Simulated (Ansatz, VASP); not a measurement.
## CdF2 in VASP and in Ansatz

```
Cd F
1.0
     0.00000    2.69400    2.69400
     2.69400    0.00000    2.69400
     2.69400    2.69400    0.00000
Cd F
1 2
Direct
  0.00000 0.00000 0.00000
  0.25000 0.25000 0.25000
  0.75000 0.75000 0.75000
```

Alike in both runs: task single point; functional revPBE; dispersion D4; k mesh 8 × 8 × 8; occupations gaussian, width 0.05 eV; no spin polarisation.

|  | VASP | Ansatz |
| --- | --- | --- |
| version | VASP 6.6.1 | Ansatz 0.2.0 |
| potentials or method | VASP PAW PBE potentials, release 64 (Cd, F) | scalar-relativistic, plane waves, PAW |
| plane-wave cutoff (eV) | 520 | 420 |
| valence electrons in the cell | 26 | 34 |

```csv
,VASP,Ansatz,Ansatz less VASP
gap on the k mesh at the Fermi level (eV),3.22,3.26,+0.034
least direct gap on the mesh (eV),3.73,3.76,+0.033
pressure (GPa),5.8,5.0,-0.75
dispersion energy (meV/atom),-347.8,-347.9,-0.08
```

The two sets of potentials don't hold the same shells in valence.

Caveats: the PAW data sets were made with another functional, which shifts forces and pressure a little (VASP). A k mesh can miss the band edges.
